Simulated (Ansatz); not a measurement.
System: MgO (rock salt type), 2 atoms in the cell.

```yaml
crystal:
  lattice:
    - [0.00000, 2.12500, 2.12500]
    - [2.12500, 0.00000, 2.12500]
    - [2.12500, 2.12500, 0.00000]
  atoms:
    - { symbol: Mg, position: [0.00000, 0.00000, 0.00000] }
    - { symbol: O, position: [0.50000, 0.50000, 0.50000] }
```
Lattice in Å, positions in fractions of it.

Code and potentials: Ansatz all-electron PAW datasets made for this crystal. Settings: k-mesh 6×6×6 Γ-centred; Fermi–Dirac smearing of 0.02 eV; no spin polarisation. For HSE06: exchange singularity: regularized.

One run gave:

```
Pressure        : -5.33 GPa
Gap on the mesh : 6.19 eV
```

Which level of theory was it?
A. HSE06
B. PBE
C. r²SCAN

A. All runs:

| level | pressure (GPa) | gap (eV) |
| --- | --- | --- |
| PBE (340 eV) | 0.46 | 4.48 |
| HSE06 (380 eV) | -5.33 | 6.19 |
| r²SCAN (340 eV) | -5.11 | 5.36 |

The stress includes the program's correction for the finite plane-wave basis.

Semilocal functionals give gaps that mostly lie well below measured ones.
